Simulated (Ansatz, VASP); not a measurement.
One calculation of KCl, two programs

The input INCAR:

```
SYSTEM = KCl
  PREC = Accurate
  ENCUT = 520
  EDIFF = 1E-8
  ISMEAR = -1
  SIGMA = 0.02
  LREAL = .FALSE.
  LASPH = .TRUE.
  NELM = 80
  ALGO = Normal
  ISIF = 2
  LWAVE = .FALSE.
  LCHARG = .FALSE.
  GGA = PE
  LEFG = .TRUE.
  NBANDS = 15
```

Contents of KPOINTS:

```
regular mesh
0
G
  7 7 7
  0 0 0
```

File POSCAR:

```
KCl
1.0
    3.5976600000      0.0000000000      0.0000000000
    0.0000000000      3.5976600000      0.0000000000
    0.0000000000      0.0000000000      3.6340000000
K Cl
1 1
Direct
    0.0000000000      0.0000000000      0.0000000000
    0.5000000000      0.5000000000      0.5000000000
```

Input for Ansatz:

```yaml
crystal:
  lattice:
    - [3.59766, 0.0, 0.0]
    - [0.0, 3.59766, 0.0]
    - [0.0, 0.0, 3.634]
  atoms:
    - { symbol: K, position: [0.0, 0.0, 0.0] }
    - { symbol: Cl, position: [0.5, 0.5, 0.5] }
kpoints:
  mp_grid: { grid: [7, 7, 7] }
scf:
  occupations: { method: fermi_dirac, width: 0.02 }
hamiltonian:
  xc: pbe
  pseudopotentials: { kind: all_electron, datasets: crystal }
output:
  forces: true
  stress: true
  eigenvalues: true
  efg: { contact_densities: true }
```

Change from the starting cell: equal xx and yy strain of -1 %, crystal datasets.

Alike in both runs: task electric field gradients; functional PBE; k mesh 7 × 7 × 7; occupations fermi-dirac, width 0.02 eV; no spin polarisation.

|  | VASP | Ansatz |
| --- | --- | --- |
| version | VASP 6.6.1 | Ansatz 0.2.0 |
| potentials or method | VASP PAW PBE potentials, release 64 (K_sv, Cl) | all-electron PAW with datasets made for the crystal, scalar-relativistic |
| plane-wave cutoff (eV) | 520 | see its input |

|  | VASP | Ansatz | Ansatz less VASP |
| --- | --- | --- | --- |
| gap on the k mesh at the Fermi level (eV) | 5.70 | 5.70 | +0.002 |
| pressure (GPa) | 5.3 | 5.3 | -0.08 |
| largest component of the traceless stress (GPa) | 0.36 | 0.36 | +0.001 |
| Vzz of the field gradient on the site that differs most (V/Å²) | 2.6 | 2.7 | +0.07 |

Ansatz ran all-electron here, so the differences hold the error of VASP's frozen core and of both bases.

Caveats: an odd mesh through Γ misses points on the zone boundary, where band edges often lie.
